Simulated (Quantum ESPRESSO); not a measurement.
CuAu: band structure with PBEsol

The system is CuAu.

```
CELL_PARAMETERS angstrom
1.44306 0.83315 4.25617
-1.44306 0.83315 4.25617
0.00000 -1.66630 4.25617
ATOMIC_POSITIONS crystal
Au 0.00000 0.00000 0.00000
Cu 0.50000 0.50000 0.50000
```

The cell comes from a database or a generator and needn't be the stable form of this composition.

```
Program             : Quantum ESPRESSO 7.5
Task                : band structure
Functional          : PBEsol
Potentials or basis : GBRV 1.5 PBEsol
Cutoff              : 762 eV
Density cutoff      : 6095 eV
k mesh              : 11 × 11 × 11
Occupations         : fermi-dirac, width 0.05 eV
Spin                : no spin polarisation
Mixing beta         : 0.5
Most SCF iterations : 120
SCF threshold       : 4e-10 Ry
```

| Quantity | Value |
| --- | --- |
| Pressure | -8.4 GPa |
| Band gap on the k mesh | none (metal or under the smearing width) |

Stress tensor (GPa, compression positive):
```
-8.88  0.00  0.00
 0.00 -8.88  0.00
 0.00  0.00 -7.34
```

Levels at the corners of the path, in eV from the Fermi level:
```
point  band 13  band 14  band 15  band 16  band 17  band 18
    Γ    -2.16    -1.53    -1.53    -0.14     4.56    14.57
    L    -2.06    -1.70     0.06     0.97     5.42     6.80
   B1    -1.80    -1.69     2.37     2.61     3.50     3.93
    B    -1.80    -1.69     2.37     2.61     3.50     3.93
    Z    -2.48    -2.48    -2.11    -2.11    12.34    14.40
    Γ    -2.16    -1.53    -1.53    -0.14     4.56    14.57
    X    -1.87    -1.70     2.14     2.55     3.54     5.32
    Q    -1.87    -1.70     2.14     2.55     3.54     5.32
    F    -1.54    -1.39    -1.22     1.13     2.66     6.25
   P1    -1.73    -1.61    -0.14     0.30     2.69     7.86
    Z    -2.48    -2.48    -2.11    -2.11    12.34    14.40
    L    -2.06    -1.70     0.06     0.97     5.42     6.80
    P    -1.73    -1.61    -0.14     0.30     2.69     7.86
```

Run time: 2.9 min on 2 MPI ranks on Arm Neoverse V1 (shared host), peak memory 0.4 GiB a rank.

Caveat: spin-orbit coupling is left out, which moves the levels of the heavy elements.
